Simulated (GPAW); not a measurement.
The system is Ga.

```
CELL_PARAMETERS angstrom
-1.38440 1.38440 2.31122
1.38440 -1.38440 2.31122
1.38440 1.38440 -2.31122
ATOMIC_POSITIONS crystal
Ga 0.00000 0.00000 0.00000
```

This isn't the form of Ga at room conditions, which is orthorhombic.

Base run:

```yaml
Program: GPAW 26.7.0
Functional: LDA
Potentials_or_basis: the program's PAW data sets (release 1.2.1) made for this functional
Cutoff: 600 eV
Basis: pw
k_mesh: 13 × 13 × 13
Occupations: fermi-dirac, width 0.05 eV
Spin: no spin polarisation
```

Its results: pressure -2.0 GPa.

Q: The run is repeated on the same cell with these changes: cutoff from 600 eV to 450 eV; k mesh from 13 × 13 × 13 to 11 × 11 × 11. What comes out?

A: Pressure -1.5 GPa.

Caveats: the cutoff is short for stress and forces, so pressures can be off by a GPa or more (some runs).
